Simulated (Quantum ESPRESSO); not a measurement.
## C: equation of state with PBE

The system is C.

```xyz
4
Lattice="1.2332 0.7120 8.2826 -1.2332 0.7120 8.2826 0.0000 -1.4240 8.2826" Properties=species:S:1:pos:R:3 pbc="T T T"
C     0.0000    0.0000    2.1661
C     0.0000    0.0000   18.7315
C     0.0000    0.0000    6.1163
C     0.0000    0.0000   22.6818
```

This isn't the form of C at room conditions, which is graphite.

- Program: Quantum ESPRESSO 7.5
- Task: equation of state
- Functional: PBE
- Potentials or basis: SSSP 1.3 efficiency PBE
- Cutoff: 748 eV
- Density cutoff: 5987 eV
- k mesh: 12 × 12 × 12
- Occupations: fermi-dirac, width 0.05 eV
- Spin: no spin polarisation
- Mixing beta: 0.5
- Most SCF iterations: 120
- SCF threshold: 8e-10 Ry

```
Equilibrium volume                        : 10.92 Å³/atom
Bulk modulus at fixed shape and positions : 223 GPa
Pressure derivative of the bulk modulus   : 3.6
```

Energy against volume, from the lowest point:
```csv
volume (Å³/atom),energy (meV/atom)
10.254,31.45
10.472,13.83
10.690,3.56
10.908,0.00
11.126,2.54
11.345,10.68
11.563,23.90
```

All runs of the series together: 14 min on 2 threads of AMD EPYC 9R45 96-Core Processor (Zen 5) (shared host).

Caveat: the cell was scaled at fixed shape and fractional positions, which overstates the stiffness of a crystal with free parameters, most of all of layers and chains.
